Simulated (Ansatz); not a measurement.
A (001) slab of TiAl$_{3}$ (I4/mmm (No. 139)), 7 planes, outer planes Al (top) and Al (bottom), with 14 atoms (Ti3Al11) in a surface cell of A = 14.623 Å², as cut from the bulk:

```
CELL_PARAMETERS angstrom
3.82400 0.00000 0.00000
0.00000 3.82400 0.00000
0.00000 0.00000 27.84575
ATOMIC_POSITIONS crystal
Al 0.50000 0.00000 0.26934
Al 0.00000 0.50000 0.26934
Ti 0.50000 0.50000 0.34623
Al 0.00000 0.00000 0.34623
Al 0.00000 0.50000 0.42311
Al 0.50000 0.00000 0.42311
Ti 0.00000 0.00000 0.50000
Al 0.50000 0.50000 0.50000
Al 0.50000 0.00000 0.57689
Al 0.00000 0.50000 0.57689
Ti 0.50000 0.50000 0.65377
Al 0.00000 0.00000 0.65377
Al 0.00000 0.50000 0.73066
Al 0.50000 0.00000 0.73066
```

The calculation used DFT r2SCAN, scalar-relativistic, plane waves, PAW in Ansatz 0.2.0. Cutoff 500 eV; k points 9×9×1 on the computed 14-atom cell (Γ-centred); Gaussian smearing, width 0.10 eV; no spin polarisation. The cell repeats along c with a dipole correction in the vacuum.

The relaxed slab holds 3 formula units of TiAl$_{3}$ and 2 further Al. Against those formula units in the bulk and the further Al in its standard state it lies 2.437 eV higher. The formation energy of TiAl$_{3}$ from the standard states is -1.737 eV a formula unit (uncorrected, no zero-point or thermal terms).

Task: Over what range can the chemical potential of Al vary, and what is the surface energy at both ends?

Result: In contact with the bulk, 3μ(Al) + μ(Ti) is fixed. With Δμ counted from the standard states, Δμ(Al) ≤ 0 keeps elemental Al from forming, and Δμ(Ti) ≤ 0 requires Δμ(Al) ≥ ΔH/3 = -0.579 eV. Other compounds of Al and Ti can narrow this range. Then γ, the mean of both faces, = [2.437 eV − 2.00·Δμ(Al)]/(2A). At the Al-rich end (Δμ = 0): 2.437/(2 × 14.623) × 16.02 = 1.33 J/m². At the Al-poor end: (2.437 + 1.158)/(2 × 14.623) × 16.02 = 1.97 J/m².

Task: How does its energy depend on growth conditions?

Result: It carries an excess of Al, so its energy falls by 1.10 J/m² for each eV that μ(Al) rises: Al-rich conditions lower it; whether it appears depends on the other terminations.